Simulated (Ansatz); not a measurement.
The system is TiAl.

```xyz
2
Lattice="3.1791 0.0000 0.0000 0.0000 3.1791 0.0000 0.0000 0.0000 3.1791" Properties=species:S:1:pos:R:3 pbc="T T T"
Ti    0.0000    0.0000    0.0000
Al    1.5895    1.5895    1.5895
```

The cell comes from a database or a generator and needn't be the stable form of this composition.

- Program: Ansatz 0.2.0
- Task: relaxation of cell and atoms
- Functional: PBEsol
- Dispersion: D3(BJ)
- Potentials or basis: Ansatz PAW
- Cutoff: 420 eV (not typed: the program's choice for these potentials)
- k mesh: 8 × 8 × 8
- Occupations: fermi-dirac, width 0.05 eV
- Spin: no spin polarisation

At the start: volume 16.06 Å³/atom.

Problem. Where does the relaxation end?

Solution. It ends after 5 steps and the volume is 15.09 Å³/atom (-6.1 %); space group Pm-3m (No. 221, to 0.05 Å).

Step by step:
| step | energy change (eV) | largest force (eV/Å) | volume (Å³) |
| --- | --- | --- | --- |
| 1 | 0.0000 | 0.0000 | 32.13 |
| 2 | -0.0330 | 0.0000 | 29.18 |
| 3 | -0.0464 | 0.0000 | 30.26 |
| 4 | -0.0466 | 0.0000 | 30.17 |
| 5 | -0.0463 | 0.0000 | 30.17 |

Final structure:
```xyz
2
Lattice="3.1132 0.0000 0.0000 0.0000 3.1132 0.0000 0.0000 0.0000 3.1132" Properties=species:S:1:pos:R:3 pbc="T T T"
Ti    0.0000    0.0000    0.0000
Al    1.5566    1.5566    1.5566
```

Caveat: the plane-wave basis is chosen anew once the cell has moved, so the energies of steps on either side of that aren't comparable; pairwise dispersion overbinds metals, which lowers pressure and volume; the PAW data sets come from PBE, with cores solved anew for the run's functional, which leaves a small shift of forces and pressure.
